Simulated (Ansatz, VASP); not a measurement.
**Au: VASP beside Ansatz**

Contents of INCAR:

```
PREC = Accurate ; ENCUT = 520
EDIFF = 1E-6 ; ISMEAR = 0
SIGMA = 0.15 ; LREAL = False
LASPH = True ; NELM = 100
ALGO = Fast ; ISIF = 2
LWAVE = False ; LCHARG = False
GGA = PE ; NBANDS = 12
```

Contents of KPOINTS:

```
regular mesh
0
Gamma
  22 22 22
```

The input POSCAR:

```
Au
1.0
   -0.4432888147      1.8495843649      1.8495843649
    1.8495843649     -0.4432888147      1.8495843649
    1.8495843649      1.8495843649     -0.4432888147
Au
1
Direct
    0.0000000000      0.0000000000      0.0000000000
```

Input for Ansatz:

```yaml
crystal:
  lattice:
    - [-0.4432888147, 1.8495843649, 1.8495843649]
    - [1.8495843649, -0.4432888147, 1.8495843649]
    - [1.8495843649, 1.8495843649, -0.4432888147]
  atoms:
    - { symbol: Au, position: [0.0, 0.0, 0.0] }
basis:
  ecutwfc: 420
kpoints:
  mp_grid: { grid: [22, 22, 22] }
hamiltonian:
  xc: pbe
scf:
  occupations: { method: gaussian, width: 0.15 }
output:
  forces: true
  stress: true
  eigenvalues: true
```

Alike in both runs: task single point; functional PBE; k mesh 22 × 22 × 22; occupations gaussian, width 0.15 eV; no spin polarisation.

|  | VASP | Ansatz |
| --- | --- | --- |
| version | VASP 6.6.1 | Ansatz 0.2.0 |
| potentials or method | VASP PAW PBE potentials, release 64 (Au) | scalar-relativistic, plane waves, PAW |
| plane-wave cutoff (eV) | 520 | 420 |
| valence electrons in the cell | 11 | 19 |

```csv
,VASP,Ansatz,Ansatz less VASP
gap on the k mesh at the Fermi level (eV),none,none,-
pressure (GPa),21.4,21.7,+0.35
largest component of the traceless stress (GPa),5.29,5.34,+0.052
```

A gap of «none» marks a metal or a gap that the smearing closes. The two sets of potentials don't hold the same shells in valence.

Caveats: so large a pressure means that the cell lies far from this level's equilibrium, or that cutoff or potentials fall short (VASP). Spin-orbit coupling is left out, which matters for the levels of Au.
